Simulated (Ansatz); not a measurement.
The system is Au.

```
CELL_PARAMETERS angstrom
0.00000 2.03500 2.03500
2.03500 0.00000 2.03500
2.03500 2.03500 0.00000
ATOMIC_POSITIONS crystal
Au 0.00000 0.00000 0.00000
```

| Item | Value |
| --- | --- |
| Program | Ansatz 0.2.0 |
| Task | single point |
| Functional | PBEsol |
| Potentials or basis | all-electron LAPW, scalar-relativistic |
| Cutoff | 249 eV (chosen from the basis error) |
| Basis error allowed | 0.001 eV/atom |
| k mesh | 11 × 11 × 11 |
| Occupations | fermi-dirac, width 0.05 eV |
| Spin | no spin polarisation |

On this cell: pressure 1.7 GPa; band gap on the k mesh none (metal or under the smearing width).

The same run follows on a disturbed copy (cell strained at random at fixed volume):

```xyz
1
Lattice="0.0595 2.0328 2.0239 2.0628 0.0301 2.0533 2.0741 2.0734 0.0189" Properties=species:S:1:pos:R:3 pbc="T T T"
Au    0.0297    0.0344   -0.0121
```

Q: What does the disturbed cell give?

A: The energy (extrapolated to zero smearing) moves by +5.9 meV/atom; pressure 1.9 GPa; band gap on the k mesh none (metal or under the smearing width).

Stress tensor (GPa, compression positive):
```
 1.97 -1.99 -1.45
-1.99  1.82  0.23
-1.45  0.23  1.78
```
